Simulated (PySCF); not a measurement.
## Indirect couplings

Molfile (atoms numbered from 1):
```
C3H6O
     RDKit          3D

 10  9  0  0  0  0  0  0  0  0999 V2000
    1.1997   -0.4603    0.1476 C   0  0  0  0  0  0  0  0  0  0  0  0
    0.1663    0.6047   -0.1146 C   0  0  0  0  0  0  0  0  0  0  0  0
   -1.2716    0.1583   -0.1084 C   0  0  0  0  0  0  0  0  0  0  0  0
    0.4760    1.7535   -0.3081 O   0  0  0  0  0  0  0  0  0  0  0  0
    1.2394   -0.6484    1.2255 H   0  0  0  0  0  0  0  0  0  0  0  0
    0.9381   -1.4049   -0.3337 H   0  0  0  0  0  0  0  0  0  0  0  0
    2.1798   -0.1206   -0.1825 H   0  0  0  0  0  0  0  0  0  0  0  0
   -1.9338    1.0209   -0.1471 H   0  0  0  0  0  0  0  0  0  0  0  0
   -1.4864   -0.4461    0.7770 H   0  0  0  0  0  0  0  0  0  0  0  0
   -1.4549   -0.4799   -0.9783 H   0  0  0  0  0  0  0  0  0  0  0  0
  1  2  1  0
  2  3  1  0
  2  4  2  0
  1  5  1  0
  1  6  1  0
  1  7  1  0
  3  8  1  0
  3  9  1  0
  3 10  1  0
M  END
```

Indirect spin–spin couplings were computed at B3LYP/pcJ-2 (PySCF) on a PBE0-D3(BJ)/def2-TZVP structure, for the isolated molecule, without vibrational or relativistic corrections. Couplings are averaged over pairs made equivalent by symmetry, fast rotation or ring inversion, so a value needn't be that of the named pair in this geometry, while other rotamers aren't included; one pair stands for each set, and the list holds those of at least 1.5 Hz over up to four bonds.

Isotopes: $^{13}$C, $^{1}$H, $^{17}$O. Couplings to quadrupolar nuclei such as 17O and 33S are rarely resolved in practice.

```tsv
pair	bonds	J (Hz)
C1, C2	1	?
C1, H5	1	132.3
C2, O4	1	31.7
C1, C3	2	?
C1, O4	2	-2.1
C2, H5	2	-5.1
H5, H6	2	-15.1
C1, H8	3	1.6
O4, H5	3	?
```

Q: Estimate the withheld couplings, with signs.

A: 
- $^{1}J$(C1,C2) = 40.7 Hz (bond length 1.507 Å)
- $^{2}J$(C1,C3) = 19.2 Hz (angle at C2 116°)
- $^{3}J$(O4,H5) = -2.1 Hz
